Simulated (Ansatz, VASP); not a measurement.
# C: VASP beside Ansatz

```
C
1.0
     2.52547    0.00000    0.00000
     0.00000    3.57155    0.00000
     0.00000    0.00000   19.05093
C
10
Direct
  0.50000 0.00000 0.36744
  0.00000 0.25000 0.36744
  0.00000 0.50000 0.43372
  0.50000 0.75000 0.43372
  0.50000 0.00246 0.49969
  0.00000 0.24754 0.49969
  0.00000 0.50971 0.56781
  0.50000 0.74029 0.56781
  0.50000 0.02949 0.62354
  0.00000 0.22051 0.62354
```

Alike in both runs: functional PBE; k mesh 10 × 8 × 1; occupations gaussian, width 0.05 eV; no spin polarisation.

Ansatz relaxed the structure, and its values are those at the end. VASP's run is a single point on that final structure, the one shown.

|  | VASP | Ansatz |
| --- | --- | --- |
| version | VASP 6.6.1 | Ansatz 0.2.0 |
| potentials or method | VASP PAW PBE potentials, release 64 (C) | scalar-relativistic, plane waves, PAW |
| plane-wave cutoff (eV) | 520 | 420 |
| valence electrons in the cell | 40 | 40 |

Ansatz gave:

- gap on the k mesh at the Fermi level (eV): none
- rms of the force components (eV/Å): 1.202

Question: Estimate VASP's values.

Answer: gap on the k mesh at the Fermi level (eV): none; rms of the force components (eV/Å): 1.198.

A gap of «none» marks a metal or a gap that the smearing closes. Ansatz warned: «xc_potential_rough_in_thin_density».
